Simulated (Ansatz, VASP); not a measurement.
## MgS in VASP and in Ansatz

```
Mg S
1.0
     3.79638    0.00000    0.00000
     0.00000    3.79638    0.00000
     0.00000    0.00000    5.14995
Mg S
2 2
Direct
  0.00000 0.00000 0.00000
  0.50000 0.50000 0.50000
  0.50000 0.50000 0.00000
  0.00000 0.00000 0.50000
```

The cell was built by a generator and needn't be a form met in nature.

Alike in both runs: functional PBE; k mesh 8 × 8 × 6; occupations gaussian, width 0.02 eV; no spin polarisation.

Ansatz relaxed the structure, and its values are those at the end. VASP's run is a single point on that final structure, the one shown.

|  | VASP | Ansatz |
| --- | --- | --- |
| version | VASP 6.6.1 | Ansatz 0.2.0 |
| potentials or method | VASP PAW PBE potentials, release 64 (Mg, S) | scalar-relativistic, plane waves, PAW |
| plane-wave cutoff (eV) | 520 | 420 |
| valence electrons in the cell | 16 | 32 |

|  | VASP | Ansatz | Ansatz less VASP |
| --- | --- | --- | --- |
| gap on the k mesh at the Fermi level (eV) | 2.49 | 2.51 | +0.015 |
| least direct gap on the mesh (eV) | 2.49 | 2.51 | +0.015 |
| pressure (GPa) | -2.6 | -2.3 | +0.27 |

With one functional, cell and mesh, what is left measures potentials, basis and numerics. The two sets of potentials don't hold the same shells in valence.

A k mesh can miss the band edges. A hybrid or GW would open this gap; PBE tends to underestimate it.
